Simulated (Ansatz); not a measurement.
## Pb under changes of volume

One of the cells (29.314 Å³/atom); the others are scaled copies at fixed shape and fractional positions:

```xyz
2
Lattice="3.4800 0.0000 0.0000 -1.7400 3.0138 0.0000 0.0000 0.0000 5.5900" Properties=species:S:1:pos:R:3 pbc="T T T"
Pb    1.7400    1.0046    4.1925
Pb    0.0000    2.0092    1.3975
```

This isn't the form of Pb at room conditions, which is fcc.

```yaml
Program: Ansatz 0.2.0
Functional: HSE06
Potentials_or_basis: Ansatz PAW
Cutoff: "420 eV (not typed: the program's choice for these potentials)"
k_mesh: 6 × 6 × 4
Occupations: fermi-dirac, width 0.05 eV
Spin: no spin polarisation
```

```csv
volume (Å³/atom),energy over the lowest point (meV/atom),pressure (GPa)
27.555,69.26,6.4
28.141,48.02,5.2
28.727,30.75,4.1
29.314,?,?
29.900,7.85,2.0
30.486,2.16,1.0
31.073,0.00,0.1
```

**Question.** What does the run at 29.314 Å³/atom give?

**Answer.** Energy over the lowest point 17.35 meV/atom; pressure 3.0 GPa.

Worked out: A Birch-Murnaghan fit of order 3 (a polynomial in V^(-2/3)) to the other rows has its minimum at 31.13 Å³/atom, just outside them, with B0 = V·E''(V) = 51 GPa (rough, since the energies scatter) at fixed shape and positions, which overstates the stiffness. It gives 17.38 meV/atom at 29.314 Å³/atom, against the run's 17.35, and -dE/dV = 3.1 GPa, against 3.0.

Energies are extrapolated to zero smearing.

Caveats: the PAW data sets come from PBE, with cores solved anew for the run's functional, which leaves a small shift of forces and pressure; the thresholds are loose for stress.
